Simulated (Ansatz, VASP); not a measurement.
# Ta: VASP beside Ansatz

```
Ta
1.0
     2.86117    0.00000    0.00000
    -1.43059    2.47785    0.00000
     0.00000    0.00000    5.09645
Ta
2
Direct
  0.33333 0.66667 0.25000
  0.66667 0.33333 0.75000
```

This isn't the form of Ta at room conditions, which is bcc.

Alike in both runs: task single point; functional PBE; k mesh 11 × 11 × 5; occupations fermi-dirac, width 0.05 eV; no spin polarisation.

|  | VASP | Ansatz |
| --- | --- | --- |
| version | VASP 6.6.1 | Ansatz 0.2.0 |
| potentials or method | VASP PAW PBE potentials, release 64 (Ta_pv) | Ansatz PAW |
| plane-wave cutoff (eV) | 520 | 420 |
| valence electrons in the cell | 22 | 26 |

|  | VASP | Ansatz | Ansatz less VASP |
| --- | --- | --- | --- |
| gap on the k mesh at the Fermi level (eV) | none | none | - |
| pressure (GPa) | 7.4 | 7.3 | -0.10 |
| largest component of the traceless stress (GPa) | 0.11 | 0.12 | +0.009 |

A gap of «none» marks a metal or a gap that the smearing closes. The functional is the same, so the differences come from potentials, cutoffs and numerics. The two sets of potentials don't hold the same shells in valence.

Spin-orbit coupling is left out, which matters for the levels of Ta.
